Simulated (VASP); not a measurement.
# AlNi (P4/mmm) in VASP: further runs

Runs on AlNi. Level: PBE. Tasks: single point.

All numbers are computed with VASP 6.6.1; they aren't measurements. Logs are shortened: lines on timing, memory, paths and dates and some standing lists are left out, and cuts for length are marked.

**1. The crystal as given**

It takes space group P4/mmm (No. 123, tetragonal). Conventional cell: a = 3.234 Å, b = 3.234 Å, c = 2.286 Å, α = 90.00°, β = 90.00°, γ = 90.00°. Al (site symmetry 4/mmm) is surrounded by 2 Al at 2.29 Å and 8 Ni at 2.56 Å. Around Ni (site symmetry 4/mmm) lie 2 Ni at 2.29 Å and 8 Al at 2.56 Å.

**2. Single point, PBE**

The input, INCAR:

```
SYSTEM = AlNi
  ALGO = Fast
  EDIFF = 1E-6
  ENCUT = 520
  GGA = PE
  ISIF = 2
  ISMEAR = 0
  LASPH = .TRUE.
  LCHARG = .FALSE.
  LREAL = .FALSE.
  LWAVE = .FALSE.
  NBANDS = 14
  NELM = 100
  PREC = Accurate
  SIGMA = 0.15
```

The input, KPOINTS:

```
k-points
0
G
  18 18 18
  0 0 0
```

The input, POSCAR:

```
AlNi
1.0
    3.2339759585      0.0000000000      0.0000000000
    0.0000000000      3.2339759585      0.0000000000
    0.0000000000      0.0000000000      2.2864210026
Al Ni
1 1
Direct
    0.0000000000      0.0000000000      0.0000000000
    0.5000000000      0.5000000000      0.5000000000
```

Potentials or basis: VASP PAW PBE potentials, release 64 (Al, Ni).

Started as:

```
cat potpaw_PBE.64/Al/POTCAR potpaw_PBE.64/Ni/POTCAR > POTCAR
mpirun -np 1 vasp_std > vasp.out
```

OUTCAR:

```text
SYSTEM = AlNi
   EDIFF = 1E-6
   ENCUT = 520
   GGA = PE
   ISIF = 2
   ISMEAR = 0
   LASPH = .TRUE.
   LREAL = .FALSE.
   NELM = 100
   PREC = Accurate

 ion  position               nearest neighbor table
   1  0.000  0.000  0.000-   2 2.56   2 2.56   2 2.56   2 2.56   2 2.56   2 2.56   2 2.56   2 2.56

   2  0.500  0.500  0.500-   1 2.56   1 2.56   1 2.56   1 2.56   1 2.56   1 2.56   1 2.56   1 2.56

  LATTYP: Found a simple tetragonal cell.
 ALAT       =     3.2339759585
 C/A-ratio  =     0.7070000000

  Lattice vectors:

 A1 = (   3.2339759585,   0.0000000000,   0.0000000000)
 A2 = (   0.0000000000,   3.2339759585,   0.0000000000)
 A3 = (   0.0000000000,   0.0000000000,   2.2864210026)

Analysis of symmetry for initial positions (statically):
=====================================================================
 Subroutine PRICEL returns:
 Original cell was already a primitive cell.

 Routine SETGRP: Setting up the symmetry group for a
 simple tetragonal supercell.

 Subroutine GETGRP returns: Found 16 space group operations
 (whereof 16 operations were pure point group operations)
 out of a pool of 16 trial point group operations.

The static configuration has the point symmetry D_4h.

Analysis of symmetry for dynamics (positions and initial velocities):
=====================================================================
 Subroutine PRICEL returns:
 Original cell was already a primitive cell.

 Routine SETGRP: Setting up the symmetry group for a
 simple tetragonal supercell.

 Subroutine GETGRP returns: Found 16 space group operations
 (whereof 16 operations were pure point group operations)
 out of a pool of 16 trial point group operations.

The dynamic configuration has the point symmetry D_4h.

 Subroutine INISYM returns: Found 16 space group operations
 (whereof 16 operations are pure point group operations),
 and found     1 'primitive' translations

----------------------------------------------------------------------------------------

                                     Primitive cell

  volume of cell :      23.9128

  direct lattice vectors                    reciprocal lattice vectors
     3.233975958  0.000000000  0.000000000     0.309216894  0.000000000  0.000000000
     0.000000000  3.233975958  0.000000000     0.000000000  0.309216894  0.000000000
     0.000000000  0.000000000  2.286421003     0.000000000  0.000000000  0.437364772

  length of vectors
     3.233975958  3.233975958  2.286421003     0.309216894  0.309216894  0.437364772

  position of ions in fractional coordinates (direct lattice)
     0.000000000  0.000000000  0.000000000
     0.500000000  0.500000000  0.500000000

  ion indices of the primitive-cell ions
   primitive index   ion index
                 1           1
                 2           2

----------------------------------------------------------------------------------------

 KPOINTS: k-points

Automatic generation of k-mesh.
 Grid dimensions read from file:
 generate k-points for:   18   18   18

 Generating k-lattice:

  Cartesian coordinates                     Fractional coordinates (reciprocal lattice)
     0.017178716  0.000000000  0.000000000     0.055555556  0.000000000  0.000000000
     0.000000000  0.017178716  0.000000000     0.000000000  0.055555556  0.000000000
     0.000000000  0.000000000  0.024298043     0.000000000  0.000000000  0.055555556

  Length of vectors
     0.017178716  0.017178716  0.024298043

  Shift w.r.t. Gamma in fractional coordinates (k-lattice)
     0.000000000  0.000000000  0.000000000

 Subroutine IBZKPT returns following result:
 ===========================================

 Found    550 irreducible k-points:

 Following reciprocal coordinates:
            Coordinates               Weight
  0.000000  0.000000  0.000000      1.000000
  0.055556  0.000000  0.000000      4.000000
  0.111111  0.000000  0.000000      4.000000
  0.166667  0.000000  0.000000      4.000000
  0.222222  0.000000  0.000000      4.000000
  0.277778  0.000000  0.000000      4.000000
[... 16 lines left out ...]
  0.277778  0.111111  0.000000      8.000000
  0.333333  0.111111  0.000000      8.000000
 [... further k-points ...]
   k-points           NKPTS =    550   k-points in BZ     NKDIM =    550   number of bands    NBANDS=     14
   number of dos      NEDOS =    301   number of ions     NIONS =      2
   total plane-waves  NPLWV =  10368
   dimension x,y,z NGX =    24 NGY =   24 NGZ =   18
   dimension x,y,z NGXF=    48 NGYF=   48 NGZF=   36
   ions per type =               1   1
   NGX,Y,Z   is equivalent  to a cutoff of  12.34, 12.34, 13.09 a.u.
   NGXF,Y,Z  is equivalent  to a cutoff of  24.67, 24.67, 26.18 a.u.
 SYSTEM =  AlNi
   PREC   = accura    normal or accurate (medium, high low for compatibility)
   ISTART =      0    job   : 0-new  1-cont  2-samecut
   ICHARG =      2    charge: 1-file 2-atom 10-const
   ISPIN  =      1    spin polarized calculation?
   LNONCOLLINEAR =      F non collinear calculations
   LSORBIT =      F    spin-orbit coupling
   LASPH  =      T    aspherical Exc in radial PAW
   ENCUT  =  520.0 eV  38.22 Ry    6.18 a.u.   6.01  6.01  4.25*2*pi/ulx,y,z
   NELM   =    100;   NELMIN=  2; NELMDL= -5     # of ELM steps
   EDIFF  = 0.1E-05   stopping-criterion for ELM
   LREAL  =      F    real-space projection
   EDIFFG = 0.1E-04   stopping-criterion for IOM
   NSW    =      0    number of steps for IOM
   IBRION =     -1    ionic relax: 0-MD 1-quasi-New 2-CG
   NFREE  =      0    steps in history (QN), initial steepest desc. (CG)
   ISIF   =      2    stress and relaxation
   ISYM   =      2    0-nonsym 1-usesym 2-fastsym
   POTIM  = 0.5000    time-step for ionic-motion
   TEBEG  =    0.0;   TEEND  =   0.0 temperature during run
   PSTRESS=    0.0 pullay stress
   NELECT =      13.0000    total number of electrons
   NUPDOWN=      -1.0000    fix difference up-down
   EMIN   =  10.00;   EMAX   =-10.00  energy-range for DOS
   EFERMI =   0.00;   METHOD = LEGACY
   ISMEAR =     0;   SIGMA  =   0.15  broadening in eV -4-tet -1-fermi 0-gaus
   EFERMI_NEDOS =   21; number of points for ismear=-14 and -15
   IALGO  =     68    algorithm
   IMIX   =      4    mixing-type and parameters
     AMIX     =   0.40;   BMIX     =  1.00
     AMIX_MAG =   1.60;   BMIX_MAG =  1.00
  volume/ion in A,a.u.               =      11.96        80.69
  Fermi-wavevector in a.u.,A,eV,Ry     =   1.336122  2.524904 24.289410  1.785221
  Thomas-Fermi vector in A             =   2.464773
   LORBIT       =      0    0 simple, 1 ext, 2 COOP (PROOUT), +10 PAW based schemes
   GGA     = PE    functional components
   LHFCALC =     F    Hartree Fock is set to
   AEXX    =    0.0000 exact exchange contribution
   IVDW    =     0    specifies the selected vdW correction
   LEPSILON=     F    determine dielectric tensor
   LRPA    =     F    only Hartree local field effects (RPA)
 non-spin polarized calculation
 RMM-DIIS sequential band-by-band and
 Gauss-broadening in eV      SIGMA  =   0.15
  energy-cutoff  :      520.00
  volume of cell :       23.91
 maximum number of plane-waves:       660
   NGX = 13   NGY = 13   NGZ =  9

 number of electron      13.0000001 magnetization

 Free energy of the ion-electron system (eV)
  ---------------------------------------------------
  ext. energy  EPLUGINS =         0.00000000
  ---------------------------------------------------
  free energy    TOTEN  =        -9.49371534 eV

  energy without entropy =       -9.48472456  energy(sigma->0) =       -9.48921995

 E-fermi :   9.9249     XC(G=0): -12.0230

 val. band max:        9.9236320411   @ k =   0.3333   0.3333   0.4444
 cond. band min:       9.9310145715   @ k =   0.1667   0.0000   0.0000
 fundamental gap:      0.0073825304
 Fermi energy:         9.9249339646

 k-point     1 :       0.0000    0.0000    0.0000
  band No.  band energies     occupation
      1      -1.1888      2.00000
      2       6.3348      2.00000
      3       6.6181      2.00000
      4       7.8648      2.00000
      5       9.1702      2.00000
      6       9.1702      2.00000
      7      11.7923      0.00000
      8      11.7923      0.00000
      9      15.5807      0.00000
     10      16.4981      0.00000
     11      25.8852      0.00000
     12      26.1185      0.00000
     13      26.8125      0.00000
     14      26.8132      0.00000

 k-point     2 :       0.0556    0.0000    0.0000
  band No.  band energies     occupation
      1      -1.1442      2.00000
      2       6.3295      2.00000
      3       6.6046      2.00000
      4       7.8318      2.00000
      5       9.1667      2.00000
      6       9.1707      2.00000
      7      11.4490      0.00000
      8      11.8710      0.00000
      9      15.7812      0.00000
     10      16.7330      0.00000
     11      24.9123      0.00000
     12      26.1626      0.00000
     13      26.1728      0.00000
     14      27.8865      0.00000

 k-point     3 :       0.1111    0.0000    0.0000
  band No.  band energies     occupation
      1      -1.0107      2.00000
      2       6.2960      2.00000
      3       6.5677      2.00000
      4       7.7416      2.00000
      5       9.1567      2.00000
      6       9.1722      2.00000
      7      10.7084      0.00000
      8      12.0984      0.00000
      9      15.9590      0.00000
     10      17.5822      0.00000
     11      23.6546      0.00000
     12      25.2886      0.00000
     13      26.2943      0.00000
     14      28.5892      0.00000

 k-point     4 :       0.1667    0.0000    0.0000
  band No.  band energies     occupation
      1      -0.7894      2.00000
      2       6.1636      2.00000
      3       6.5345      2.00000
      4       7.6154      2.00000
      5       9.1415      2.00000
      6       9.1745      2.00000
      7       9.9310      0.95428
      8      12.4536      0.00000
      9      16.0064      0.00000
     10      18.8239      0.00000
     11      22.4387      0.00000
     12      24.4186      0.00000
     13      26.5118      0.00000
     14      29.1233      0.00000

 k-point     5 :       0.2222    0.0000    0.0000
  band No.  band energies     occupation
      1      -0.4824      2.00000
      2       5.8430      2.00000
      3       6.5319      2.00000
      4       7.4759      2.00000
      5       9.1230      2.00000
      6       9.1773      2.00000
      7       9.3059      2.00000
      8      12.9139      0.00000
      9      16.0131      0.00000
     10      20.2174      0.00000
     11      21.2809      0.00000
[... 276 lines left out ...]
 k-point    22 :       0.2222    0.1111    0.0000
  band No.  band energies     occupation
      1      -0.3107      2.00000
      2       5.9058      2.00000
      3       6.4841      2.00000
      4       7.2887      2.00000
      5       9.1249      2.00000
      6       9.1638      2.00000
      7       9.5192      1.99987
      8      11.6585      0.00000
      9      17.3946      0.00000
     10      19.6023      0.00000
     11      20.5615      0.00000
     12      25.5380      0.00000
     13      26.9838      0.00000
     14      29.4137      0.00000

 k-point    23 :       0.2778    0.1111    0.0000
  band No.  band energies     occupation
      1       0.0746      2.00000
      2       5.4031      2.00000
      3       6.5132      2.00000
      4       7.1770      2.00000
      5       9.0632      2.00000
      6       9.1052      2.00000
      7       9.1667      2.00000
      8      12.1010      0.00000
      9      17.1431      0.00000
     10      19.1245      0.00000
     11      21.8427      0.00000
     12      24.7572      0.00000
     13      27.3604      0.00000
     14      30.0718      0.00000

 k-point    24 :       0.3333    0.1111    0.0000
  band No.  band energies     occupation
      1       0.5350      2.00000
      2       4.7501      2.00000
      3       6.5451      2.00000
      4       7.0952      2.00000
      5       8.7969      2.00000
      6       9.0868      2.00000
      7       9.1695      2.00000
      8      12.5974      0.00000
      9      16.6179      0.00000
     10      18.8578      0.00000
     11      23.2298      0.00000
     12      24.0980      0.00000
     13      27.8104      0.00000
     14      30.6043      0.00000

 [... further k-points ...]

------------------------ aborting loop because EDIFF is reached ----------------------------------------

  FORCE on cell =-STRESS in cart. coord.  units (eV):
  Direction    XX          YY          ZZ          XY          YZ          ZX
  --------------------------------------------------------------------------------------
  -------------------------------------------------------------------------------------
  Total       -1.6817991     -1.6817991     11.0226679      0.0000000      0.0000000     -0.0000000
  in kB     -112.6820963   -112.6820963    738.5289628      0.0000000      0.0000000     -0.0000000
  external PRESSURE =     171.0549234 kB  Pullay stress =       0.0000000 kB

 VOLUME and BASIS-vectors are now :
 -----------------------------------------------------------------------------
  energy-cutoff  :      520.00
  volume of cell :       23.91
      direct lattice vectors                 reciprocal lattice vectors
     3.233975958  0.000000000  0.000000000     0.309216894  0.000000000  0.000000000
     0.000000000  3.233975958  0.000000000     0.000000000  0.309216894  0.000000000
     0.000000000  0.000000000  2.286421003     0.000000000  0.000000000  0.437364772

 POSITION                                       TOTAL-FORCE (eV/Angst)
 -----------------------------------------------------------------------------------
      0.00000      0.00000      0.00000         0.000000      0.000000      0.000000
      1.61699      1.61699      1.14321         0.000000      0.000000      0.000000
 -----------------------------------------------------------------------------------
    total drift:                                0.000000     -0.000000     -0.000000

  FREE ENERGIE OF THE ION-ELECTRON SYSTEM (eV)
  ---------------------------------------------------
  free  energy   TOTEN  =        -9.4937153386 eV

  energy  without entropy=       -9.4847245584  energy(sigma->0) =       -9.48921995
```

It took 64 s on 1 thread of Intel Xeon Platinum 8488C (Sapphire Rapids), shared host; peak memory 0.29 GiB.

Results:

- Free energy: -9.4937 eV
- Pressure: 17.1 GPa
- Band gap on the k mesh: none (metal or under the smearing width)

Stress tensor (GPa, compression positive):
```
-11.27   0.00   0.00
  0.00 -11.27   0.00
  0.00   0.00  73.85
```

Caveat: so large a pressure means that the cell lies far from this level's equilibrium, or that cutoff or potentials fall short. Spin polarisation is off, so any magnetic state and its effect on volume and gap are missing.

**3. Single point, PBE**

This run uses another cell than the first one, of the same volume but with other edges.

The input, INCAR:

```
PREC = Accurate
ENCUT = 520
EDIFF = 1E-7
ISMEAR = 0
SIGMA = 0.15
LREAL = False
LASPH = True
NELM = 100
ALGO = Fast
ISIF = 2
LWAVE = False
LCHARG = False
GGA = PE
NBANDS = 14
```

The input, KPOINTS:

```
regular mesh
0
Gamma
  18 18 18
```

The input, POSCAR:

```
AlNi
1.0
    2.7111247992      0.0000000000      0.0000000000
    0.0000000000      2.7111247992      0.0000000000
    0.0000000000      0.0000000000      3.2533497590
Al Ni
1 1
Direct
    0.0000000000      0.0000000000      0.0000000000
    0.5000000000      0.5000000000      0.5000000000
```

Potentials or basis: VASP PAW PBE potentials, release 64 (Al, Ni).

Started as:

```
cat potpaw_PBE.64/Al/POTCAR potpaw_PBE.64/Ni/POTCAR > POTCAR
mpirun -np 1 vasp_std > vasp.out
```

Wall time 89 s (1 thread of Intel Xeon Platinum 8488C (Sapphire Rapids), shared host); peak memory 0.29 GiB.

Results (log left out):

- Free energy: -10.4538 eV
- Pressure: 3.1 GPa
- Band gap on the k mesh: none (metal or under the smearing width)

Stress tensor (GPa, compression positive):
```
 5.99  0.00  0.00
 0.00  5.99  0.00
 0.00  0.00 -2.57
```

Levels at points of the mesh, in eV from the Fermi level:
| k point | band 3 | band 4 | band 5 | band 6 | band 7 | band 8 | band 9 | band 10 | band 11 | band 12 |
| --- | --- | --- | --- | --- | --- | --- | --- | --- | --- | --- |
| (0.00, 0.00, 0.00) | -3.19 | -1.63 | -1.63 | -1.22 | 1.68 | 6.26 | 7.78 | 7.78 | 8.80 | 14.88 |
| (0.50, 0.00, 0.00) | -2.93 | -2.74 | -1.93 | -1.49 | -0.22 | 6.70 | 7.45 | 8.49 | 12.02 | 12.37 |
| (0.50, 0.50, 0.00) | -2.53 | -2.53 | -2.03 | -2.03 | -0.73 | 2.52 | 3.52 | 9.93 | 12.61 | 12.61 |
| (0.00, 0.00, 0.50) | -2.96 | -1.94 | -1.94 | -1.52 | -1.20 | 8.49 | 11.62 | 11.62 | 11.78 | 11.78 |
| (0.50, 0.00, 0.50) | -3.49 | -2.75 | -1.88 | -1.76 | -1.37 | 1.31 | 1.87 | 14.10 | 15.69 | 15.76 |
| (0.50, 0.50, 0.50) | -4.02 | -1.28 | -0.73 | 1.84 | 2.31 | 2.31 | 3.78 | 3.78 | 3.86 | 5.69 |

Spin polarisation is off, so any magnetic state and its effect on volume and gap are missing.
